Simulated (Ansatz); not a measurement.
# HfO2: the cost of one run

Program: Ansatz 0.2.0. Level of theory: DFT PBE, scalar-relativistic, plane waves, PAW. These are calculated values, not measurements.

**1. Starting point**

The structure is monoclinic, space group P2_1/c (No. 14). The conventional cell has a = 5.118 Å, b = 5.186 Å, c = 5.284 Å, α = 90.00°, β = 99.35°, γ = 90.00°. Around Hf (site symmetry 1) lie 7 O at 2.03 to 2.25 Å. O (site symmetry 1) has 4 Hf at 2.14 to 2.25 Å as nearest neighbours. O (site symmetry 1) has 3 Hf at 2.03 to 2.12 Å as nearest neighbours.

Coordinates:

```xyz
12
Lattice="5.1180 0.0000 0.0000 0.0000 5.1857 0.0000 -0.8587 0.0000 5.2139" Properties=species:S:1:pos:R:3 pbc="T T T"
Hf    1.2314    0.2059    1.0845
Hf    3.4573    2.7987    1.5224
Hf    3.0279    4.9798    4.1294
Hf    0.8021    2.3870    3.6914
O     1.8842    3.9313    2.5032
O     2.8045    1.3384    0.1038
O     2.3751    1.2544    2.7107
O     1.4549    3.8473    5.1101
O     0.0821    1.7196    1.8076
O     4.6066    4.3124    0.7993
O     4.1773    3.4661    3.4062
O    -0.3473    0.8733    4.4146
```

The structure rests on an entry of the Crystallography Open Database; cell or positions may have been set otherwise for this series.

**2. Relaxing cell and atoms: HfO2, no spin**

The input, input.yaml:

```yaml
crystal:
  lattice:
    - [5.118, 0.0, 0.0]
    - [0.0, 5.1857, 0.0]
    - [-0.8586630598, 0.0, 5.2138671406]
  atoms:
    - { symbol: Hf, position: [0.2755, 0.0397, 0.208] }
    - { symbol: Hf, position: [0.7245, 0.5397, 0.292] }
    - { symbol: Hf, position: [0.7245, 0.9603, 0.792] }
    - { symbol: Hf, position: [0.2755, 0.4603, 0.708] }
    - { symbol: O, position: [0.4487, 0.7581, 0.4801] }
    - { symbol: O, position: [0.5513, 0.2581, 0.0199] }
    - { symbol: O, position: [0.5513, 0.2419, 0.5199] }
    - { symbol: O, position: [0.4487, 0.7419, 0.9801] }
    - { symbol: O, position: [0.0742, 0.3316, 0.3467] }
    - { symbol: O, position: [0.9258, 0.8316, 0.1533] }
    - { symbol: O, position: [0.9258, 0.6684, 0.6533] }
    - { symbol: O, position: [0.0742, 0.1684, 0.8467] }
scf:
  occupations: { method: fixed }
output:
  forces: true
  stress: true
  eigenvalues: true
  write_density: true
  write_potential: true
  elf: true
  volumetric_format: npy
hamiltonian:
  xc: pbe
basis:
  ecutwfc: 560
kpoints:
  mp_grid: { grid: [4, 4, 4] }
relax:
  f_tol: 0.003
  max_steps: 80
  cell: { stress_tol: 0.05 }
```

Command:

```bash
> ansatz run input.yaml --threads 8 --pin off --max-ram 12288MiB --backend cpu --events-out ev --progress --plain --runs-dir out
```

**Question.** How long does this run take on 8 threads of AMD EPYC 7R13 (Zen 3), shared host, and how much memory does it need?

About 61 s, with a peak of 1.4 GiB.
